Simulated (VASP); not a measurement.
# CdO (Fm-3m) in VASP: further runs

Runs on CdO. Level: PBE. Tasks: relaxation of cell and atoms.

Program: VASP 6.6.1. These are calculated values, not measurements. Logs are shortened: lines on timing, memory, paths and dates and some standing lists are left out, and cuts for length are marked.

**1. The structure**

Symmetry: Fm-3m, No. 225, cubic system. The conventional cell has a = 4.699 Å, b = 4.699 Å, c = 4.699 Å, α = 90.00°, β = 90.00°, γ = 90.00°. Cd (site symmetry m-3m) is surrounded by 6 O at 2.35 Å. Around O (site symmetry m-3m) lie 6 Cd at 2.35 Å.

**2. Relaxation of cell and atoms, PBE**

INCAR reads:

```
SYSTEM = CdO
  PREC = Accurate
  ENCUT = 520
  EDIFF = 1E-7
  ISMEAR = 0
  SIGMA = 0.02
  LREAL = .FALSE.
  LASPH = .TRUE.
  NELM = 60
  ALGO = Normal
  ISIF = 3
  LWAVE = .FALSE.
  LCHARG = .FALSE.
  GGA = PE
  IBRION = 2
  NSW = 80
  EDIFFG = -0.15
```

KPOINTS reads:

```
regular mesh
0
G
  12 12 12
  0 0 0
```

POSCAR reads:

```
CdO
1.0
    0.0000000000      2.3495000000      2.3495000000
    2.3495000000      0.0000000000      2.3495000000
    2.3495000000      2.3495000000      0.0000000000
Cd O
1 1
Direct
    0.0000000000      0.0000000000      0.0000000000
    0.5000000000      0.5000000000      0.5000000000
```

Potentials or basis: VASP PAW PBE potentials, release 64 (Cd, O).

The run is started by

```
$ cat potpaw_PBE.64/Cd/POTCAR potpaw_PBE.64/O/POTCAR > POTCAR
$ mpirun -np 1 vasp_std > vasp.out
```

OUTCAR:

```text
SYSTEM = CdO
   PREC = Accurate
   ENCUT = 520
   EDIFF = 1E-7
   ISMEAR = 0
   LREAL = .FALSE.
   LASPH = .TRUE.
   NELM = 60
   ISIF = 3
   GGA = PE
   IBRION = 2
   NSW = 80
   EDIFFG = -0.15

 ion  position               nearest neighbor table
   1  0.000  0.000  0.000-   2 2.35   2 2.35   2 2.35   2 2.35   2 2.35   2 2.35
   2  0.500  0.500  0.500-   1 2.35   1 2.35   1 2.35   1 2.35   1 2.35   1 2.35

  LATTYP: Found a face centered cubic cell.
 ALAT       =     4.6990000000

  Lattice vectors:

 A1 = (   0.0000000000,   2.3495000000,   2.3495000000)
 A2 = (   2.3495000000,   0.0000000000,   2.3495000000)
 A3 = (   2.3495000000,   2.3495000000,   0.0000000000)

Analysis of symmetry for initial positions (statically):
=====================================================================
 Subroutine PRICEL returns:
 Original cell was already a primitive cell.

 Routine SETGRP: Setting up the symmetry group for a
 face centered cubic supercell.

 Subroutine GETGRP returns: Found 48 space group operations
 (whereof 48 operations were pure point group operations)
 out of a pool of 48 trial point group operations.

The static configuration has the point symmetry O_h .

Analysis of symmetry for dynamics (positions and initial velocities):
=====================================================================
 Subroutine PRICEL returns:
 Original cell was already a primitive cell.

 Routine SETGRP: Setting up the symmetry group for a
 face centered cubic supercell.

 Subroutine GETGRP returns: Found 48 space group operations
 (whereof 48 operations were pure point group operations)
 out of a pool of 48 trial point group operations.

The dynamic configuration has the point symmetry O_h .

 Subroutine INISYM returns: Found 48 space group operations
 (whereof 48 operations are pure point group operations),
 and found     1 'primitive' translations

----------------------------------------------------------------------------------------

                                     Primitive cell

  volume of cell :      25.9392

  direct lattice vectors                    reciprocal lattice vectors
     0.000000000  2.349500000  2.349500000    -0.212811236  0.212811236  0.212811236
     2.349500000  0.000000000  2.349500000     0.212811236 -0.212811236  0.212811236
     2.349500000  2.349500000  0.000000000     0.212811236  0.212811236 -0.212811236

  length of vectors
     3.322694765  3.322694765  3.322694765     0.368599874  0.368599874  0.368599874

  position of ions in fractional coordinates (direct lattice)
     0.000000000  0.000000000  0.000000000
     0.500000000  0.500000000  0.500000000

  ion indices of the primitive-cell ions
   primitive index   ion index
                 1           1
                 2           2

----------------------------------------------------------------------------------------

 KPOINTS: regular mesh

Automatic generation of k-mesh.
 Grid dimensions read from file:
 generate k-points for:   12   12   12

 Generating k-lattice:

  Cartesian coordinates                     Fractional coordinates (reciprocal lattice)
    -0.017734270  0.017734270  0.017734270     0.083333333  0.000000000  0.000000000
     0.017734270 -0.017734270  0.017734270     0.000000000  0.083333333  0.000000000
     0.017734270  0.017734270 -0.017734270     0.000000000  0.000000000  0.083333333

  Length of vectors
     0.030716656  0.030716656  0.030716656

  Shift w.r.t. Gamma in fractional coordinates (k-lattice)
     0.000000000  0.000000000  0.000000000

 Subroutine IBZKPT returns following result:
 ===========================================

 Found     72 irreducible k-points:

 Following reciprocal coordinates:
            Coordinates               Weight
  0.000000  0.000000  0.000000      1.000000
  0.083333  0.000000  0.000000      8.000000
  0.166667  0.000000  0.000000      8.000000
  0.250000  0.000000  0.000000      8.000000
  0.333333  0.000000  0.000000      8.000000
  0.416667  0.000000  0.000000      8.000000
[... 16 lines left out ...]
  0.500000  0.166667  0.000000     24.000000
 -0.416667  0.166667  0.000000     24.000000
 [... further k-points ...]
   k-points           NKPTS =     72   k-points in BZ     NKDIM =     72   number of bands    NBANDS=     13
   number of dos      NEDOS =    301   number of ions     NIONS =      2
   total plane-waves  NPLWV =  21952
   dimension x,y,z NGX =    28 NGY =   28 NGZ =   28
   dimension x,y,z NGXF=    56 NGYF=   56 NGZF=   56
   ions per type =               1   1
   NGX,Y,Z   is equivalent  to a cutoff of  14.01, 14.01, 14.01 a.u.
   NGXF,Y,Z  is equivalent  to a cutoff of  28.02, 28.02, 28.02 a.u.
 SYSTEM =  CdO
   PREC   = accura    normal or accurate (medium, high low for compatibility)
   ISTART =      0    job   : 0-new  1-cont  2-samecut
   ICHARG =      2    charge: 1-file 2-atom 10-const
   ISPIN  =      1    spin polarized calculation?
   LNONCOLLINEAR =      F non collinear calculations
   LSORBIT =      F    spin-orbit coupling
   LASPH  =      T    aspherical Exc in radial PAW
   ENCUT  =  520.0 eV  38.22 Ry    6.18 a.u.   6.18  6.18  6.18*2*pi/ulx,y,z
   NELM   =     60;   NELMIN=  2; NELMDL= -5     # of ELM steps
   EDIFF  = 0.1E-06   stopping-criterion for ELM
   LREAL  =      F    real-space projection
   EDIFFG = -.1E+00   stopping-criterion for IOM
   NSW    =     80    number of steps for IOM
   IBRION =      2    ionic relax: 0-MD 1-quasi-New 2-CG
   NFREE  =      1    steps in history (QN), initial steepest desc. (CG)
   ISIF   =      3    stress and relaxation
   ISYM   =      2    0-nonsym 1-usesym 2-fastsym
   POTIM  = 0.5000    time-step for ionic-motion
   TEBEG  =    0.0;   TEEND  =   0.0 temperature during run
   PSTRESS=    0.0 pullay stress
   NELECT =      18.0000    total number of electrons
   NUPDOWN=      -1.0000    fix difference up-down
   EMIN   =  10.00;   EMAX   =-10.00  energy-range for DOS
   EFERMI =   0.00;   METHOD = LEGACY
   ISMEAR =     0;   SIGMA  =   0.02  broadening in eV -4-tet -1-fermi 0-gaus
   EFERMI_NEDOS =   21; number of points for ismear=-14 and -15
   IALGO  =     38    algorithm
   IMIX   =      4    mixing-type and parameters
     AMIX     =   0.40;   BMIX     =  1.00
     AMIX_MAG =   1.60;   BMIX_MAG =  1.00
  volume/ion in A,a.u.               =      12.97        87.52
  Fermi-wavevector in a.u.,A,eV,Ry     =   1.449373  2.738918 28.581522  2.100683
  Thomas-Fermi vector in A             =   2.567107
   LORBIT       =      0    0 simple, 1 ext, 2 COOP (PROOUT), +10 PAW based schemes
   GGA     = PE    functional components
   LHFCALC =     F    Hartree Fock is set to
   AEXX    =    0.0000 exact exchange contribution
   IVDW    =     0    specifies the selected vdW correction
   LEPSILON=     F    determine dielectric tensor
   LRPA    =     F    only Hartree local field effects (RPA)
 conjugate gradient relaxation of ions
 non-spin polarized calculation
 Gauss-broadening in eV      SIGMA  =   0.02
  energy-cutoff  :      520.00
  volume of cell :       25.94
 maximum number of plane-waves:       725
 NGX is ok and might be reduce to    28
   NGX = 13   NGY = 13   NGZ = 13

--------------------------------------- Ionic step        1  -------------------------------------------

 number of electron      18.0000002 magnetization

 Free energy of the ion-electron system (eV)
  ---------------------------------------------------
  ext. energy  EPLUGINS =         0.00000000
  ---------------------------------------------------
  free energy    TOTEN  =        -7.69618120 eV

  energy without entropy =       -7.69615344  energy(sigma->0) =       -7.69616732

------------------------ aborting loop because EDIFF is reached ----------------------------------------

  FORCE on cell =-STRESS in cart. coord.  units (eV):
  Direction    XX          YY          ZZ          XY          YZ          ZX
  --------------------------------------------------------------------------------------
  -------------------------------------------------------------------------------------
  Total        1.2292731      1.2292731      1.2292731      0.0000000      0.0000000      0.0000000
  in kB       75.9281161     75.9281161     75.9281161      0.0000000      0.0000000      0.0000000
  external PRESSURE =      75.9281161 kB  Pullay stress =       0.0000000 kB

 VOLUME and BASIS-vectors are now :
 -----------------------------------------------------------------------------
  energy-cutoff  :      520.00
  volume of cell :       25.94
      direct lattice vectors                 reciprocal lattice vectors
     0.000000000  2.349500000  2.349500000    -0.212811236  0.212811236  0.212811236
     2.349500000  0.000000000  2.349500000     0.212811236 -0.212811236  0.212811236
     2.349500000  2.349500000  0.000000000     0.212811236  0.212811236 -0.212811236
[... 37 lines left out ...]
 POSITION                                       TOTAL-FORCE (eV/Angst)
 -----------------------------------------------------------------------------------
      2.41917      2.41917      0.00000        -0.000000     -0.000000     -0.000000
      2.41917      2.41917      2.41917         0.000000      0.000000      0.000000
 -----------------------------------------------------------------------------------
    total drift:                                0.000000      0.000000      0.000000

  FREE ENERGIE OF THE ION-ELECTRON SYSTEM (eV)
  ---------------------------------------------------
  free  energy   TOTEN  =        -7.7144859156 eV

  energy  without entropy=       -7.7144571899  energy(sigma->0) =       -7.71447155

--------------------------------------- Ionic step        3  -------------------------------------------

 number of electron      17.9999995 magnetization

 Free energy of the ion-electron system (eV)
  ---------------------------------------------------
  ext. energy  EPLUGINS =         0.00000000
  ---------------------------------------------------
  free energy    TOTEN  =        -7.72768086 eV

  energy without entropy =       -7.72765259  energy(sigma->0) =       -7.72766672

 E-fermi :   1.5751     XC(G=0): -11.4049

 val. band max:        1.5584732583   @ k =   0.5000   0.0000   0.0000
 cond. band min:       1.8765024317   @ k =   0.0833   0.0000   0.0000
 fundamental gap:      0.3180291734
 Fermi energy:         1.5750809754

 k-point     1 :       0.0000    0.0000    0.0000
  band No.  band energies     occupation
      1     -15.4367      2.00000
      2      -5.0628      2.00000
      3      -5.0628      2.00000
      4      -5.0628      2.00000
      5      -4.7894      2.00000
      6      -4.7894      2.00000
      7       0.4193      2.00000
      8       0.4193      2.00000
      9       0.4193      2.00000
     10       1.0330      2.00000
     11      16.4630      0.00000
     12      18.2287      0.00000
     13      18.2287      0.00000

 k-point     2 :       0.0833    0.0000    0.0000
  band No.  band energies     occupation
      1     -15.3936      2.00000
      2      -5.0847      2.00000
      3      -5.0493      2.00000
      4      -5.0493      2.00000
      5      -4.8307      2.00000
      6      -4.8307      2.00000
      7      -0.3278      2.00000
      8       0.5005      2.00000
      9       0.5005      2.00000
     10       1.8765      0.00000
     11      15.4060      0.00000
[... 339 lines left out ...]
 k-point    24 :      -0.4167    0.1667    0.0000
  band No.  band energies     occupation
      1     -14.7536      2.00000
      2      -5.6377      2.00000
      3      -5.4289      2.00000
      4      -5.3416      2.00000
      5      -4.5981      2.00000
      6      -4.5755      2.00000
      7      -1.9935      2.00000
      8       0.4526      2.00000
      9       1.3314      2.00000
     10       7.1391      0.00000
     11       8.2057      0.00000
     12      11.6601      0.00000
     13      13.5753      0.00000

 [... further k-points ...]

------------------------ aborting loop because EDIFF is reached ----------------------------------------

  FORCE on cell =-STRESS in cart. coord.  units (eV):
  Direction    XX          YY          ZZ          XY          YZ          ZX
  --------------------------------------------------------------------------------------
  -------------------------------------------------------------------------------------
  Total       -0.0013772     -0.0013772     -0.0013772      0.0000000      0.0000000      0.0000000
  in kB       -0.0807108     -0.0807108     -0.0807108      0.0000000      0.0000000      0.0000000
  external PRESSURE =      -0.0807108 kB  Pullay stress =       0.0000000 kB

 VOLUME and BASIS-vectors are now :
 -----------------------------------------------------------------------------
  energy-cutoff  :      520.00
  volume of cell :       27.34
      direct lattice vectors                 reciprocal lattice vectors
     0.000000000  2.390987915  2.390987915    -0.209118581  0.209118581  0.209118581
     2.390987915  0.000000000  2.390987915     0.209118581 -0.209118581  0.209118581
     2.390987915  2.390987915  0.000000000     0.209118581  0.209118581 -0.209118581

 POSITION                                       TOTAL-FORCE (eV/Angst)
 -----------------------------------------------------------------------------------
      0.00000      0.00000      0.00000        -0.000000      0.000000      0.000000
      2.39099      2.39099      2.39099         0.000000     -0.000000     -0.000000
 -----------------------------------------------------------------------------------
    total drift:                                0.000000      0.000000      0.000000

  FREE ENERGIE OF THE ION-ELECTRON SYSTEM (eV)
  ---------------------------------------------------
  free  energy   TOTEN  =        -7.7276808616 eV

  energy  without entropy=       -7.7276525858  energy(sigma->0) =       -7.72766672

 reached required accuracy - stopping structural energy minimisation
```

It took 58 s on 1 thread of Intel Xeon Platinum 8259CL at 2.50GHz (Skylake/Cascade Lake), shared host; peak memory 0.18 GiB.

Results:

| Quantity | Value |
| --- | --- |
| Free energy | -7.7277 eV |
| Relaxed volume | 13.67 Å³/atom |
| Relaxed cell | a = 3.381 Å, b = 3.381 Å, c = 3.381 Å, α = 60.00°, β = 60.00°, γ = 60.00° |
| Space group after relaxing (to 0.05 Å) | Fm-3m (No. 225) |
| Energy gained by relaxing | 15.7 meV/atom |
| Ionic steps | 3 |
| Pressure after relaxing | 0.0 GPa |
| Band gap on the k mesh | none (metal or under the smearing width) |

Step by step:
```
step  energy change (eV)  largest force (eV/Å)  pressure (GPa)  volume (Å³)
   1              0.0000                0.0000            7.59        25.94
   2             -0.0183                0.0000           -4.17        28.32
   3             -0.0315                0.0000           -0.01        27.34
```

Final structure:
```xyz
2
Lattice="0.0000 2.3910 2.3910 2.3910 0.0000 2.3910 2.3910 2.3910 0.0000" Properties=species:S:1:pos:R:3 pbc="T T T"
Cd    0.0000    0.0000    0.0000
O     2.3910    2.3910    2.3910
```

Caveat: this crystal is a semiconductor, whose small gap the functional closes, so the metal is an error of the method; the relaxation stopped at a loose force limit of 0.15 eV/Å, so its end isn't a converged minimum. PBE usually gives volumes a little too large and moduli too small.

**3. Relaxation of cell and atoms, PBE**

This run uses another cell than the first one, of 13.67 Å³/atom, 1.054 times its volume.

INCAR is that of step 2.

KPOINTS is that of step 2.

POSCAR reads:

```
CdO                                     
1.0
    0.0000000000      2.3909879154      2.3909879154
    2.3909879154      0.0000000000      2.3909879154
    2.3909879154      2.3909879154      0.0000000000
  Cd              O             
     1     1
Direct
     0.0000000000000000    0.0000000000000000    0.0000000000000000
     0.5000000000000000    0.5000000000000000    0.5000000000000000
```

Potentials or basis: VASP PAW PBE potentials, release 64 (Cd, O).

The run is started by

```
$ cat potpaw_PBE.64/Cd/POTCAR potpaw_PBE.64/O/POTCAR > POTCAR
$ mpirun -np 1 vasp_std > vasp.out
```

Wall time 25 s (1 thread of Intel Xeon Platinum 8259CL at 2.50GHz (Skylake/Cascade Lake), shared host); peak memory 0.17 GiB.

It converged, with:

```yaml
Free_energy: -7.7291 eV
Pressure_after_relaxing: 0.1 GPa
Band_gap_on_the_k_mesh: none (metal or under the smearing width)
```

Final structure:
```xyz
2
Lattice="0.0000 2.3910 2.3910 2.3910 0.0000 2.3910 2.3910 2.3910 0.0000" Properties=species:S:1:pos:R:3 pbc="T T T"
Cd    0.0000    0.0000    0.0000
O     2.3910    2.3910    2.3910
```

Levels at points of the mesh, in eV from the Fermi level:
| k point | band 5 | band 6 | band 7 | band 8 | band 9 | band 10 | band 11 | band 12 | band 13 |
| --- | --- | --- | --- | --- | --- | --- | --- | --- | --- |
| (0.00, 0.00, 0.00) | -6.36 | -6.36 | -1.16 | -1.16 | -1.16 | -0.54 | 14.89 | 16.65 | 16.65 |
| (0.50, 0.00, 0.00) | -6.15 | -6.15 | -3.70 | -0.02 | -0.02 | 4.40 | 6.93 | 11.67 | 11.67 |
| (0.50, 0.50, 0.00) | -6.03 | -5.78 | -3.98 | -2.07 | -2.07 | 3.65 | 8.32 | 11.02 | 12.90 |

Caveat: the relaxation stopped at its first step, so nothing moved; this crystal is a semiconductor, whose small gap the functional closes, so the metal is an error of the method; the relaxation stopped at a loose force limit of 0.15 eV/Å, so its end isn't a converged minimum.
